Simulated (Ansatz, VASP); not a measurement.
**Sb in VASP and in Ansatz**

Contents of POSCAR:

```
Sb
1.0
   -1.5552329741      1.5552329741      2.6752861216
    1.5552329741     -1.5552329741      2.6752861216
    1.5552329741      1.5552329741     -2.6752861216
Sb
1
Direct
    0.0000000000      0.0000000000      0.0000000000
```

File INCAR.step1:

```
PREC = Accurate
ENCUT = 520
ISMEAR = -1
SIGMA = 0.05
LREAL = F
LASPH = T
NELM = 100
NBANDS = 8
GGA = PE
ALGO = Normal
EDIFF = 1E-4
LWAVE = T
LCHARG = F
```

File INCAR.step2:

```
PREC = Accurate
ENCUT = 520
EDIFF = 1E-6
ISMEAR = -1
SIGMA = 0.05
LREAL = F
LASPH = T
NELM = 100
ALGO = Normal
ISIF = 2
LWAVE = F
LCHARG = F
METAGGA = R2SCAN
LMIXTAU = T
NBANDS = 8
ISTART = 1
```

KPOINTS

```
regular mesh
0
Gamma
  12 12 12
```

File input.yaml:

```yaml
crystal:
  lattice:
    - [-1.5552329741, 1.5552329741, 2.6752861216]
    - [1.5552329741, -1.5552329741, 2.6752861216]
    - [1.5552329741, 1.5552329741, -2.6752861216]
  atoms:
    - { symbol: Sb, position: [0.0, 0.0, 0.0] }
hamiltonian:
  xc: r2scan
  pseudopotentials: { kind: paw }
kpoints:
  mp_grid: { grid: [12, 12, 12] }
scf:
  occupations: { method: fermi_dirac, width: 0.05 }
output:
  forces: true
  stress: true
  eigenvalues: true
  write_density: true
  write_potential: true
  elf: true
  volumetric_format: npy
```

This isn't the form of Sb at room conditions, which is rhombohedral.

Alike in both runs: task single point; functional r2SCAN; k mesh 12 × 12 × 12; occupations fermi-dirac, width 0.05 eV; no spin polarisation.

```csv
,VASP,Ansatz
version,VASP 6.6.1,Ansatz 0.2.0
potentials or method,"VASP PAW PBE potentials, release 64 (Sb)",Ansatz PAW
plane-wave cutoff (eV),520,500
valence electrons in the cell,5,15
```

|  | VASP | Ansatz | Ansatz less VASP |
| --- | --- | --- | --- |
| gap on the k mesh at the Fermi level (eV) | none | none | - |
| pressure (GPa) | 4.2 | 4.2 | -0.05 |
| largest component of the traceless stress (GPa) | 0.23 | 0.31 | +0.073 |

A gap of «none» marks a metal or a gap that the smearing closes. The functional is the same, so the differences come from potentials, cutoffs and numerics. The two sets of potentials don't hold the same shells in valence.

Caveats: the PAW data sets were made with another functional, which shifts forces and pressure a little (VASP); the PAW data sets come from PBE, with cores solved anew for the run's functional, which leaves a small shift of forces and pressure (Ansatz). The runs have no spin-orbit coupling, so splittings on Sb are missing.
